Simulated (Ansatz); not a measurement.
## Stress against strain in C

```
CELL_PARAMETERS angstrom
0.00000 1.78340 1.78340
1.78340 0.00000 1.78340
1.78340 1.78340 0.00000
ATOMIC_POSITIONS crystal
C 0.50000 0.50000 0.50000
C 0.75000 0.75000 0.75000
```

Atom numbers follow the list: C1, C2.

The cell is COD entry 9008564, as deposited and not checked against the literature; nothing was relaxed.

Computed with DFT, PBE, all-electron LAPW, scalar-relativistic in Ansatz 0.2.0.

The runs use a Γ-centred 20×20×20 k mesh, Fermi–Dirac smearing of 0.08 eV, basis error target 0.5 meV/atom, no spin polarisation.

The strain is applied along the Cartesian axes of the cell as listed (the other components stay zero). Fractional coordinates are held (clamped ions).

σ is the change of stress from the unstrained cell, which is at 1.73 GPa; tension is positive, so slopes are stress–strain coefficients at that pressure.

Only quantities that a quadratic follows smoothly over the whole series are listed; rougher ones are left out.

| εzz | σzz (GPa) | σxx (GPa) |
| --- | --- | --- |
| -0.0300 | -33.10 | -4.73 |
| -0.0200 | -21.78 | -2.96 |
| -0.0100 | -10.75 | -1.39 |
| 0.0000 | 0.00 | 0.00 |
| 0.0200 | 20.67 | 2.25 |
| 0.0300 | 30.59 | 3.13 |

(1) Fit the series and read off the stiffness at zero strain.

(2) One run, at εzz = 0.0100, is withheld. Predict its row.

## Answers

(1) Least-squares fits y = p0 + p1 x + p2 x² to the rows give σzz (GPa): p1 = 1060, p2 = -1400; σxx (GPa): p1 = 131, p2 = -890. So C11 = 1061 GPa and C12 = 131 GPa, which gives B = (C11 + 2 C12)/3 = 441 GPa.

(2) The fits give 10.48, 1.22; the run gave 10.47, 1.21.
